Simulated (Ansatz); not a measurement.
HfH2:

```
Hf H
1.0
    -1.73900    1.73900    2.18050
     1.73900   -1.73900    2.18050
     1.73900    1.73900   -2.18050
Hf H
1 2
Direct
  0.00000 0.00000 0.00000
  0.25000 0.75000 0.50000
  0.75000 0.25000 0.50000
```

```yaml
Program: Ansatz 0.2.0
Task: relaxation of cell and atoms
Functional: r2SCAN
Dispersion: D4
Potentials_or_basis: Ansatz PAW
Cutoff: "500 eV (not typed: the program's choice for these potentials)"
k_mesh: 11 × 11 × 11
Occupations: fermi-dirac, width 0.05 eV
Spin: no spin polarisation
```

At the start: volume 8.79 Å³/atom.

**Question.** How do energy, volume and symmetry change on relaxing?

**Answer.** It ends after 4 steps and the volume is 8.54 Å³/atom (-2.9 %); space group I4/mmm (No. 139, to 0.05 Å).

Step by step:
```tsv
step	energy change (eV)	largest force (eV/Å)	volume (Å³)
1	0.0000	0.0000	26.38
2	-0.0106	0.0000	25.67
3	-0.0107	0.0000	25.61
4	-0.0105	0.0000	25.61
```

Final structure:
```xyz
3
Lattice="-1.7232 1.7232 2.1564 1.7232 -1.7232 2.1564 1.7232 1.7232 -2.1564" Properties=species:S:1:pos:R:3 pbc="T T T"
Hf    0.0000    0.0000    0.0000
H     1.7232    0.0000    1.0782
H     0.0000    1.7232    1.0782
```

Caveat: the plane-wave basis is chosen anew once the cell has moved, so the energies of steps on either side of that aren't comparable; pairwise dispersion overbinds metals, which lowers pressure and volume; the PAW data sets come from PBE, with cores solved anew for the run's functional, which leaves a small shift of forces and pressure.
